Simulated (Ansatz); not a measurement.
# Si: elastic constants

Aim: the elastic tensor from the stress of slightly strained cells, and the moduli that follow. Runs: cell and atoms relaxed (PAW); reference run (PAW, LAPW and crystal datasets).

Method: DFT PBEsol, frozen-core PAW, all-electron LAPW and all-electron PAW on datasets made for the crystal («crystal datasets»), scalar-relativistic unless said, in Ansatz 0.2.0.

1 further run of the same task is left out (it didn't finish).

## Step 1: The starting structure

Symmetry: I4_1/amd, No. 141, tetragonal system. The conventional cell has a = 4.743 Å, b = 4.743 Å, c = 2.659 Å, α = 90.00°, β = 90.00°, γ = 90.00°. Around Si (site symmetry -4m2) lie 6 Si at 2.46 to 2.66 Å.

Coordinates:

```
CELL_PARAMETERS angstrom
-2.37137 2.37137 1.32927
2.37137 -2.37137 1.32927
2.37137 2.37137 -1.32927
ATOMIC_POSITIONS crystal
Si 0.25000 0.75000 0.50000
Si 0.50000 0.50000 0.00000
```

Cartesian axes are those of the input's lattice vectors. The structure goes back to a database entry.

## Step 2: Cell and atoms relaxed, PAW

Input file input.yaml:

```yaml
crystal:
  lattice:
    - [-2.3713723045, 2.3713723045, 1.3292653899]
    - [2.3713723045, -2.3713723045, 1.3292653899]
    - [2.3713723045, 2.3713723045, -1.3292653899]
  atoms:
    - { symbol: Si, position: [0.25, 0.75, 0.5] }
    - { symbol: Si, position: [0.5, 0.5, 0.0] }
kpoints:
  mp_grid: { grid: [18, 18, 18] }
scf:
  occupations: { method: fermi_dirac, width: 0.1 }
hamiltonian:
  xc: pbesol
  pseudopotentials: { kind: paw }
relax:
  f_tol: 0.002
  max_steps: 80
  cell: {}
output:
  forces: true
  stress: true
```

Launch:

```bash
> ansatz run input.yaml --threads 1 --pin off --max-ram 2560MiB --backend cpu --events-out ev --progress --plain --runs-dir out
```

## Step 3: Reference run, PAW

Input file input.yaml:

```yaml
crystal:
  lattice:
    - [-2.39349241065, 2.39349241065, 1.31036660474]
    - [2.39349241065, -2.39349241065, 1.31036660474]
    - [2.39349241065, 2.39349241065, -1.31036660474]
  atoms:
    - { symbol: Si, position: [0.25, 0.75, 0.5] }
    - { symbol: Si, position: [0.5, 0.5, 0.0] }
kpoints:
  mp_grid: { grid: [18, 18, 18] }
scf:
  occupations: { method: fermi_dirac, width: 0.1 }
hamiltonian:
  xc: pbesol
  pseudopotentials: { kind: paw }
elastic:
  mode: relaxed_ion
  stencil: four_point
  amplitude: 0.003
```

## Step 4: Reference run, LAPW

input.yaml: that of step 3 with these lines changed.

```diff
@@ -14,3 +14,3 @@
   xc: pbesol
-  pseudopotentials: { kind: paw }
+  pseudopotentials: { kind: all_electron, lapw: { basis_error: 0.001 } }
 elastic:
```

## Step 5: Reference run, crystal datasets

input.yaml: that of step 4 with these lines changed.

```diff
@@ -14,3 +14,3 @@
   xc: pbesol
-  pseudopotentials: { kind: all_electron, lapw: { basis_error: 0.001 } }
+  pseudopotentials: { kind: all_electron, datasets: crystal }
 elastic:
```

(Steps that only read results are left out.)

What does the calculation give? Wanted: C11; C12; C13; C33; C44; C66; bulk, shear and Young's modulus; Debye temperature from sound speeds; universal anisotropy index.

The runs gave:

| quantity | value |
| --- | --- |
| C11 (PAW) | 166 GPa |
| C12 (PAW) | 133 GPa |
| C13 (PAW) | 64 GPa |
| C33 (PAW) | 194 GPa |
| C44 (PAW) | 59 GPa |
| C66 (PAW) | 77 GPa |
| bulk, shear and Young's modulus | 116, 49, 128 GPa |
| Debye temperature from sound speeds | 532 K |
| universal anisotropy index | 1.94 |

In words: All eigenvalues are positive, so the crystal is mechanically stable; by PAW K = 116 and G = 49 GPa, K/G = 2.37, on the ductile side of Pugh's rough line at 1.75, which was drawn for metals. Young's modulus runs from 58 to 193 GPa with direction. Cautions: frozen-core PAW files fitted under PBE, their cores solved anew for the functional of the run; responses of metals move with mesh and smearing.
